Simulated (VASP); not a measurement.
**A VASP 6.6.1 single-point calculation on AgCl**

INCAR

```
ISIF = 2
LREAL = .FALSE.
GGA = CA
NBANDS = 16
LWAVE = .FALSE.
NSW = 0
NELM = 80
SIGMA = 3
LASPH = .TRUE.
ENCUT = 520
ISMEAR = 1
IBRION = -1
EDIFF = 1E-7
LCHARG = .FALSE.
PREC = Accurate
```

KPOINTS

```
KPOINTS created by Atomic Simulation Environment
0
Gamma
8 8 8
0 0 0
```

POSCAR

```
Ag Cl
 1.0000000000000000
    -0.0000000000000000    2.9932461610011161    2.9932461610011161
     2.9932461610011161   -0.0000000000000000    2.9932461610011161
     2.9932461610011161    2.9932461610011161    0.0000000000000000
 Ag  Cl
   1   1
Cartesian
  0.0000000000000000  0.0000000000000000  0.0000000000000000
  1.4966230805005580  1.4966230805005580  1.4966230805005580
```

The recommended LDA PAW datasets give the neutral cell 18 valence electrons.

Command

```
mpirun -np 1 vasp_std
```

Q: Predict the outcome of this run.

A: It converged. Results: gap between bands v and c on the k mesh 0.97 eV; least direct gap on the k mesh 0.97 eV; pressure -6.9 GPa. Band v is the last that the valence electrons fill when counted band by band, and c is the next.

OSZICAR

```
N       E                     dE             d eps       ncg     rms          rms(c)
DAV:   1     0.971122128451E+02    0.97112E+02   -0.83692E+03   968   0.987E+02
DAV:   2    -0.178601682530E+01   -0.98898E+02   -0.91799E+02  1136   0.213E+02
DAV:   3    -0.578656431551E+01   -0.40005E+01   -0.39898E+01  1288   0.447E+01
DAV:   4    -0.582026288926E+01   -0.33699E-01   -0.33696E-01  1096   0.437E+00
DAV:   5    -0.582083831657E+01   -0.57543E-03   -0.57542E-03  1256   0.574E-01    0.659E+00
DAV:   6    -0.566739396865E+01    0.15344E+00   -0.38042E-01  1280   0.750E+00    0.401E+00
DAV:   7    -0.566164143828E+01    0.57525E-02   -0.74081E-02   992   0.222E+00    0.209E+00
DAV:   8    -0.565825709857E+01    0.33843E-02   -0.38310E-03  1264   0.458E-01    0.313E-01
DAV:   9    -0.565818872392E+01    0.68375E-04   -0.25648E-04  1112   0.160E-01    0.567E-02
DAV:  10    -0.565822045355E+01   -0.31730E-04   -0.36834E-05  1104   0.522E-02    0.600E-03
DAV:  11    -0.565822004361E+01    0.40994E-06   -0.15721E-06  1232   0.135E-02    0.268E-03
DAV:  12    -0.565822025734E+01   -0.21373E-06   -0.88771E-07  1112   0.523E-03    0.285E-03
DAV:  13    -0.565822025632E+01    0.10200E-08   -0.57760E-08   976   0.188E-03
   1 F= -.56582203E+01 E0= -.62986588E+01  d E =0.192132E+01
```

Standard output (part)

```
POSCAR found type information on POSCAR AgCl
 POSCAR found :  2 types and       2 ions
 LDA part: xc-table for (Slater(with rela. corr.)+CA(PZ))
 , standard interpolation
 POSCAR, INCAR and KPOINTS ok, starting setup
 WAVECAR not read
 entering main loop
```

These settings aren't sound, so the numbers aren't properties of the crystal.

The fault: smearing far too wide.

On sound settings LDA gives a gap of 0.97 eV on its mesh and a pressure of -4.0 GPa for the intended cell. This run's energy (σ→0) differs from it by 166 meV an atom.
